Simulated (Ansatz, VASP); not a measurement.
# One calculation of BN, two programs

```
N B
1.0
     2.55394    0.00000    0.00000
    -1.27697    2.21178    0.00000
     0.00000    0.00000    4.22685
N B
2 2
Direct
  0.33333 0.66667 0.12528
  0.66667 0.33333 0.62528
  0.33333 0.66667 0.49972
  0.66667 0.33333 0.99972
```

Alike in both runs: functional PBEsol; k mesh 12 × 12 × 6; occupations fermi-dirac, width 0.05 eV; no spin polarisation.

|  | VASP | Ansatz |
| --- | --- | --- |
| version | VASP 6.6.1 | Ansatz 0.2.0 |
| potentials or method | VASP PAW PBE potentials, release 64 (N, B), cutoff 520 eV | all-electron LAPW, non-relativistic |
| task | single point | band structure |

|  | VASP | Ansatz | Ansatz less VASP |
| --- | --- | --- | --- |
| gap on the k mesh at the Fermi level (eV) | 4.97 | 4.98 | +0.009 |
| least direct gap on the mesh (eV) | 8.15 | 8.16 | +0.011 |
| pressure (GPa) | -5.4 | -5.7 | -0.39 |
| largest component of the traceless stress (GPa) | 0.42 | 0.38 | -0.044 |
| rms of the force components (eV/Å) | 0.006 | 0.007 | +0.0017 |

Atom by atom the forces differ by 0.002 eV/Å (rms over components). Ansatz ran all-electron here, so the differences hold the error of VASP's frozen core and of both bases.

Caveats: the PAW data sets were made with another functional, which shifts forces and pressure a little (VASP). A k mesh can miss the band edges. As with any semilocal functional, this PBEsol gap is likely too small.
